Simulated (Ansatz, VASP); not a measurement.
# One calculation of SnTe, two programs

```
Sn Te
1.0
    -0.03987    3.18933    3.18933
     3.18933   -0.03987    3.18933
     3.14946    3.14946    0.00000
Sn Te
1 1
Direct
  0.00000 0.00000 0.00000
  0.50000 0.50000 0.50000
```

Change from the starting cell: shear_xy strain -2.5%.

Alike in both runs: task single point; functional PBE; k mesh 8 × 8 × 8; occupations fermi-dirac, width 0.02 eV; no spin polarisation.

|  | VASP | Ansatz |
| --- | --- | --- |
| version | VASP 6.6.1 | Ansatz 0.2.0 |
| potentials or method | VASP PAW PBE potentials, release 64 (Sn_d, Te) | plane waves, PAW |
| plane-wave cutoff (eV) | 520 | 420 |
| valence electrons in the cell | 20 | 30 |

|  | VASP | Ansatz | Ansatz less VASP |
| --- | --- | --- | --- |
| pressure (GPa) | 0.6 | 0.6 | +0.07 |
| largest component of the traceless stress (GPa) | 0.31 | 0.31 | 0.000 |

The functional is the same, so the differences come from potentials, cutoffs and numerics. The two sets of potentials don't hold the same shells in valence.

The runs have no spin-orbit coupling, so splittings on Te are missing.
